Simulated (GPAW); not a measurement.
Al, 1 atom in the cell. It takes space group Im-3m (No. 229, cubic). The conventional cell has a = 3.182 Å, b = 3.182 Å, c = 3.182 Å, α = 90.00°, β = 90.00°, γ = 90.00°. Al (site symmetry m-3m) has 8 Al at 2.76 Å as nearest neighbours. This isn't the form of Al at room conditions, which is fcc.

| Item | Value |
| --- | --- |
| Program | GPAW 26.7.0 |
| Task | equation of state |
| Functional | PBE |
| Potentials or basis | GPAW PAW data sets (gpaw-data 1.2.1) |
| Cutoff | 600 eV |
| Basis | pw |
| k mesh | 12 × 12 × 12 |
| Occupations | fermi-dirac, width 0.05 eV |
| Spin | no spin polarisation |
| Maxiter | 150 |
| Eos scales | [0.94, 0.96, 0.98, 1.0, 1.02, 1.04, 1.06] |

Potentials or basis: GPAW PAW data sets (gpaw-data 1.2.1), pw.

The run is started by

```bash
$ OMP_NUM_THREADS=1 python run.py
```

Hardware: 1 thread of Arm Neoverse V1, with other jobs on the host.

Q: How long does it take, and how much memory?

A: Run time: 34 s on 1 thread of Arm Neoverse V1, with other jobs on the host, peak memory 0.16 GiB. Counts: scf iterations 56, plane waves 532, bands 7, k points 72.
